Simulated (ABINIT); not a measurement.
# CdSe (F-43m) in ABINIT: notebook

The runs below take CdSe through single point, with PBE, HSE06.

Program: ABINIT 10.8.3 (patched build). These are calculated values, not measurements. Logs are shortened: lines on timing, memory, paths and dates and some standing lists are left out, and cuts for length are marked. The log counts tension as positive stress, the text compression.

## (1) The crystal as given

Symmetry: F-43m, No. 216, cubic system. The conventional cell has a = 6.141 Å, b = 6.141 Å, c = 6.141 Å, α = 90.00°, β = 90.00°, γ = 90.00°. Cd (site symmetry -43m) is surrounded by 4 Se at 2.66 Å. Se (site symmetry -43m) has 4 Cd at 2.66 Å as nearest neighbours.

Measurements of this composition are mostly on another form, of space group No. 186.

## (2) Single point, PBE

File run.abi:

```
# Pseudopotentials
pp_dirpath "./"
pseudos "Cd_ONCV_PBE-1.2.upf, Se_ONCV_PBE-1.2.upf"

# Structure
acell 3*1.0 Angstrom
rprim
     0.0000000000     3.0702711986     3.0702711986
     3.0702711986     0.0000000000     3.0702711986
     3.0702711986     3.0702711986     0.0000000000
ntypat 2
znucl 48 34
natom 2
typat 1 2
xred
     0.0000000000     0.0000000000     0.0000000000
     0.2500000000     0.2500000000     0.2500000000

# Plane-wave basis
ecut 489.804952 eV

# k points
kptopt 1
ngkpt 6 6 6
nshiftk 1
shiftk 0.0 0.0 0.0

# Exchange and correlation
ixc 11

# Bands and occupations
nband 15
occopt 1

# SCF cycle
nstep 100
tolvrs 1.0e-10
diemac 6.0

# Output
iomode 3
prtwf 0
prteig 0
prtebands 0
enunit 2
prtden 1
prtvha 1
prtvclmb 1
prtpot 1
prtelf 1
```

Potentials or basis: SG15 NC PBE v1.2.

Started as:

```bash
mpirun --bind-to none -np 8 abinit run.abi > log 2>&1
```

run.abo:

```text
.Version 10.8.3 of ABINIT
 Symmetries : space group F-4 3 m (#216); Bravais cF (face-center cubic)
================================================================================
 Values of the parameters that define the memory need of the present run
     intxc =       0    ionmov =       0      iscf =       7    lmnmax =       6
     lnmax =       6     mgfft =      32  mpssoang =       3    mqgrid =    3001
     natom =       2  nloc_mem =       1    nspden =       1   nspinor =       1
    nsppol =       1      nsym =      24    n1xccc =       0    ntypat =       2
    occopt =       1   xclevel =       2
       mpw =        1435          nfft =       32768          nkpt =          16
================================================================================
================================================================================

--------------------------------------------------------------------------------
------------- Echo of variables that govern the present computation ------------
--------------------------------------------------------------------------------
 -outvars: echo values of preprocessed input variables --------
            acell      1.8897261259E+00  1.8897261259E+00  1.8897261259E+00 Bohr
              amu      1.12411000E+02  7.89600000E+01
           diemac      6.00000000E+00
             ecut      1.80000000E+01 Hartree
           enunit           2
              ixc          11
         kptrlatt        6    0    0      0    6    0      0    0    6
          kptrlen      4.92313624E+01
            natom           2
            nband          15
            ngfft          32      32      32
             nkpt          16
            nstep         100
             nsym          24
           ntypat           2
        prtebands           0
           prteig           0
           prtelf           1
           prtpot           1
         prtvclmb           1
           prtvha           1
            prtwf           0
            rprim      0.0000000000E+00  3.0702711986E+00  3.0702711986E+00
                       3.0702711986E+00  0.0000000000E+00  3.0702711986E+00
                       3.0702711986E+00  3.0702711986E+00  0.0000000000E+00
          spgroup         216
           tolvrs      1.00000000E-10
            typat      1  2
           xangst      0.0000000000E+00  0.0000000000E+00  0.0000000000E+00
                       1.5351355993E+00  1.5351355993E+00  1.5351355993E+00
            xcart      0.0000000000E+00  0.0000000000E+00  0.0000000000E+00
                       2.9009858488E+00  2.9009858488E+00  2.9009858488E+00
             xred      0.0000000000E+00  0.0000000000E+00  0.0000000000E+00
                       2.5000000000E-01  2.5000000000E-01  2.5000000000E-01
            znucl       48.00000   34.00000

================================================================================

 chkinp: Checking input parameters for consistency.

================================================================================
== DATASET  1 ==================================================================

--- !DatasetInfo
iteration_state: {dtset: 1, }
dimensions: {natom: 2, nkpt: 16, mband: 15, nsppol: 1, nspinor: 1, nspden: 1, mpw: 1435, }
cutoff_energies: {ecut:  18.0, pawecutdg:  -1.0, }
electrons: {nelect:   2.60000000E+01, charge:   0.00000000E+00, occopt:   1.00000000E+00, tsmear:   1.00000000E-02, }
meta: {optdriver: 0, ionmov: 0, optcell: 0, iscf: 7, paral_kgb: 0, }
...

 Exchange-correlation functional for the present dataset will be:
  GGA: Perdew-Burke-Ernzerhof functional - ixc=11
  J.P.Perdew, K.Burke, M.Ernzerhof, PRL 77, 3865 (1996)

 Real(R)+Recip(G) space primitive vectors, cartesian coordinates (Bohr,Bohr^-1):
 R(1)=  0.0000000  5.8019717  5.8019717  G(1)= -0.0861776  0.0861776  0.0861776
 R(2)=  5.8019717  0.0000000  5.8019717  G(2)=  0.0861776 -0.0861776  0.0861776
 R(3)=  5.8019717  5.8019717  0.0000000  G(3)=  0.0861776  0.0861776 -0.0861776
 Unit cell volume ucvol=  3.9062210E+02 bohr^3
 Angles (23,13,12)=  6.00000000E+01  6.00000000E+01  6.00000000E+01 degrees

 getcut: wavevector=  0.0000  0.0000  0.0000  ngfft=  32  32  32
         ecut(hartree)=     18.000   => boxcut(ratio)=   2.04201

--- Pseudopotential description ------------------------------------------------
- pspini: atom type   1  psp file is ./Cd_ONCV_PBE-1.2.upf
12 -101130 2 -1 602                           pspcod,pspxc,lmax,lloc,mmax
     nproj     2     2     2

- pspini: atom type   2  psp file is ./Se_ONCV_PBE-1.2.upf
12 -101130 2 -1 602                           pspcod,pspxc,lmax,lloc,mmax
     nproj     2     2     2

   1.37262112E+03                                ecore*ucvol(ha*bohr**3)
--------------------------------------------------------------------------------

================================================================================

--- !BeginCycle
iteration_state: {dtset: 1, }
solver: {iscf: 7, nstep: 100, nline: 4, wfoptalg: 0, }
tolerances: {tolvrs: 1.00E-10, }
...

     iter   Etot(hartree)      deltaE(h)  residm     vres2
 ETOT  1  -164.72837723738    -1.647E+02 1.285E-01 5.644E+01
 ETOT  2  -164.93234338085    -2.040E-01 1.604E-02 1.056E+01
 ETOT  3  -164.93558076338    -3.237E-03 6.745E-04 2.194E-01
 ETOT  4  -164.93561078918    -3.003E-05 7.565E-05 3.176E-02
 ETOT  5  -164.93561563418    -4.845E-06 2.504E-05 2.332E-03
 ETOT  6  -164.93561629670    -6.625E-07 2.543E-06 2.589E-04
 ETOT  7  -164.93561633137    -3.467E-08 1.121E-06 1.066E-06
 ETOT  8  -164.93561633157    -1.966E-10 1.175E-07 1.392E-08
 ETOT  9  -164.93561633157    -1.847E-12 5.417E-08 2.102E-10
 ETOT 10  -164.93561633157    -2.956E-12 1.080E-07 1.292E-11

 At SCF step   10       vres2   =  1.29E-11 < tolvrs=  1.00E-10 =>converged.

 Compute ELF
--------------------------------------------------------------------------------

 Compute kinetic energy density

 Compute gradient of the electron density
 Electron Localization Function (ELF) [min:0;max:1]
)     Maximum=    8.7415E-01  at reduced coord.    0.1563    0.1875    0.5000
)     Minimum=    0.0000E+00  at reduced coord.    0.2500    0.2500    0.2500
   Integrated=    1.1626E+02

--------------------------------------------------------------------------------
 End of ELF section

 Cartesian components of stress tensor (hartree/bohr^3)
  sigma(1 1)= -4.47528708E-05  sigma(3 2)=  0.00000000E+00
  sigma(2 2)= -4.47528708E-05  sigma(3 1)=  0.00000000E+00
  sigma(3 3)= -4.47528708E-05  sigma(2 1)=  0.00000000E+00

--- !ResultsGS
iteration_state: {dtset: 1, }
comment   : Summary of ground state results
lattice_vectors:
- [  0.0000000,   5.8019717,   5.8019717, ]
- [  5.8019717,   0.0000000,   5.8019717, ]
- [  5.8019717,   5.8019717,   0.0000000, ]
lattice_lengths: [   8.20523,    8.20523,    8.20523, ]
lattice_angles: [ 60.000,  60.000,  60.000, ] # degrees, (23, 13, 12)
lattice_volume:   3.9062210E+02
convergence: {deltae: -2.956E-12, res2:  1.292E-11, residm:  1.080E-07, diffor: null, }
etotal    :  -1.64935616E+02
entropy   :   0.00000000E+00
fermie    :   1.14706173E-01
cartesian_stress_tensor: # hartree/bohr^3
- [ -4.47528708E-05,   0.00000000E+00,   0.00000000E+00, ]
- [  0.00000000E+00,  -4.47528708E-05,   0.00000000E+00, ]
- [  0.00000000E+00,   0.00000000E+00,  -4.47528708E-05, ]
pressure_GPa:   1.3167E+00
xred      :
- [  0.0000E+00,   0.0000E+00,   0.0000E+00, Cd]
- [  2.5000E-01,   2.5000E-01,   2.5000E-01, Se]
cartesian_forces: # hartree/bohr
- [ -3.62571414E-31,  -3.62571414E-31,   1.08771424E-30, ]
- [  3.62571414E-31,   3.62571414E-31,  -1.08771424E-30, ]
force_length_stats: {min:   1.20251334E-30, max:   1.20251334E-30, mean:   1.20251334E-30, }
...

 Integrated electronic density in atomic spheres:
 ------------------------------------------------
 Atom  Sphere_radius  Integrated_density
    1        2.00000         17.01507088
    2        2.00000          3.23749790
================================================================================

 ----iterations are completed or convergence reached----

 Mean square residual over all n,k,spin=   47.385E-11; max=  10.802E-08
 reduced coordinates (array xred) for    2 atoms
       0.000000000000      0.000000000000      0.000000000000
       0.250000000000      0.250000000000      0.250000000000
 rms dE/dt=  5.9500E-30; max dE/dt=  8.4145E-30; dE/dt below (all hartree)
    1       0.000000000000      0.000000000000      0.000000000000
    2       0.000000000000      0.000000000000     -0.000000000000

 cartesian coordinates (angstrom) at end:
    1      0.00000000000000     0.00000000000000     0.00000000000000
    2      1.53513559930000     1.53513559930000     1.53513559930000

 cartesian forces (hartree/bohr) at end:
    1     -0.00000000000000    -0.00000000000000     0.00000000000000
    2      0.00000000000000     0.00000000000000    -0.00000000000000
 frms,max,avg= 6.9427140E-31 1.0877142E-30   0.000E+00  0.000E+00  0.000E+00 h/b

 cartesian forces (eV/Angstrom) at end:
    1     -0.00000000000000    -0.00000000000000     0.00000000000000
    2      0.00000000000000     0.00000000000000    -0.00000000000000
 frms,max,avg= 3.5700871E-29 5.5932515E-29   0.000E+00  0.000E+00  0.000E+00 e/A
 length scales=  1.889726125908  1.889726125908  1.889726125908 bohr
              =  1.000000000000  1.000000000000  1.000000000000 angstroms
 Fermi (or HOMO) energy (hartree) =   0.11471   Average Vxc (hartree)=  -0.32437
 Eigenvalues (hartree) for nkpt=  16  k points:
 kpt#   1, nband= 15, wtk=  0.00463, kpt=  0.0000  0.0000  0.0000 (reduced coord)
  -3.62155   -2.18998   -2.18998   -2.18998   -0.34241   -0.17387   -0.17387   -0.17387
  -0.16121   -0.16121    0.11471    0.11471    0.11471    0.13448    0.33289
 prteigrs : prtvol=0 or 1, do not print more k-points.

 Fermi (or HOMO) energy (eV) =   3.12131   Average Vxc (eV)=  -8.82643
 Eigenvalues (   eV  ) for nkpt=  16  k points:
 kpt#   1, nband= 15, wtk=  0.00463, kpt=  0.0000  0.0000  0.0000 (reduced coord)
 -98.54735  -59.59248  -59.59248  -59.59248   -9.31744   -4.73114   -4.73114   -4.73114
  -4.38680   -4.38680    3.12131    3.12131    3.12131    3.65937    9.05842
 prteigrs : prtvol=0 or 1, do not print more k-points.

--- !EnergyTerms
iteration_state     : {dtset: 1, }
comment             : Components of total free energy in Hartree
kinetic             :  5.05685555329890E+01
hartree             :  5.64364708053410E+01
xc                  : -1.59447778654959E+01
Ewald energy        : -9.44275761471130E+01
psp_core            :  3.51393613204510E+00
local_psp           : -1.49471173783214E+02
non_local_psp       : -1.56110510061258E+01
total_energy        : -1.64935616331573E+02
total_energy_eV     : -4.48812676171737E+03
band_energy         : -2.24342336254391E+01
...

 Cartesian components of stress tensor (hartree/bohr^3)
  sigma(1 1)= -4.47528708E-05  sigma(3 2)=  0.00000000E+00
  sigma(2 2)= -4.47528708E-05  sigma(3 1)=  0.00000000E+00
  sigma(3 3)= -4.47528708E-05  sigma(2 1)=  0.00000000E+00

-Cartesian components of stress tensor (GPa)         [Pressure=  1.3167E+00 GPa]
- sigma(1 1)= -1.31667492E+00  sigma(3 2)=  0.00000000E+00
- sigma(2 2)= -1.31667492E+00  sigma(3 1)=  0.00000000E+00
- sigma(3 3)= -1.31667492E+00  sigma(2 1)=  0.00000000E+00

== END DATASET(S) ==============================================================
================================================================================

 -outvars: echo values of variables after computation  --------
            acell      1.8897261259E+00  1.8897261259E+00  1.8897261259E+00 Bohr
           etotal     -1.6493561633E+02
            fcart     -3.6257141369E-31 -3.6257141369E-31  1.0877142411E-30
                       3.6257141369E-31  3.6257141369E-31 -1.0877142411E-30
            rprim      0.0000000000E+00  3.0702711986E+00  3.0702711986E+00
                       3.0702711986E+00  0.0000000000E+00  3.0702711986E+00
                       3.0702711986E+00  3.0702711986E+00  0.0000000000E+00
           strten     -4.4752870751E-05 -4.4752870751E-05 -4.4752870751E-05
                       0.0000000000E+00  0.0000000000E+00  0.0000000000E+00
           xangst      0.0000000000E+00  0.0000000000E+00  0.0000000000E+00
                       1.5351355993E+00  1.5351355993E+00  1.5351355993E+00
             xred      0.0000000000E+00  0.0000000000E+00  0.0000000000E+00
                       2.5000000000E-01  2.5000000000E-01  2.5000000000E-01
 Calculation completed.
```

Run time: 2 s. Hardware: 8 MPI ranks of Arm Neoverse V2, shared host; peak memory 0.48 GiB.

What came out:

| Property | Result |
| --- | --- |
| Free energy | -4488.1268 eV |
| Pressure | 1.3 GPa |
| Band gap on the k mesh | 0.54 eV, direct |
| Valence electrons inside the program's atomic spheres | Cd 17.02; Se 3.24 |

## (3) Single point, HSE06

Edit run.abi of step 2 so:

```diff
@@ -28,3 +28,3 @@
 # Exchange and correlation
-ixc 11
+ixc -428
 
@@ -35,5 +35,5 @@
 # SCF cycle
-nstep 100
-tolvrs 1.0e-10
+nstep 60
 diemac 6.0
+toldfe 1.0e-7
```

Potentials or basis: SG15 NC PBE v1.2.

Started as:

```bash
mpirun --bind-to none -np 8 abinit run.abi > log 2>&1
```

It took 18 min on 8 MPI ranks of Arm Neoverse V2, shared host; peak memory 1 GiB.

The run converged. Its results:

| Property | Result |
| --- | --- |
| Free energy | -4487.5612 eV |
| Pressure | -0.4 GPa |
| Band gap on the k mesh | 1.21 eV, direct |
| Valence electrons inside the program's atomic spheres | Cd 17.02; Se 3.23 |

Levels at points of the mesh, in eV from the valence-band top:
```tsv
k point	band 9	band 10	band 11	band 12	band 13	band 14	band 15
(0.00, 0.00, 0.00)	-8.49	-8.49	0.00	0.00	0.00	1.21	6.85
(0.50, 0.00, 0.00)	-8.47	-8.19	-4.62	-0.78	-0.78	3.10	7.36
(0.50, 0.50, 0.00)	-8.44	-8.12	-4.33	-1.92	-1.92	3.87	4.52
```

Caveat: Libxc's HSE differs a little from that of other programs; the potentials were made for another functional, which shifts forces and pressure.
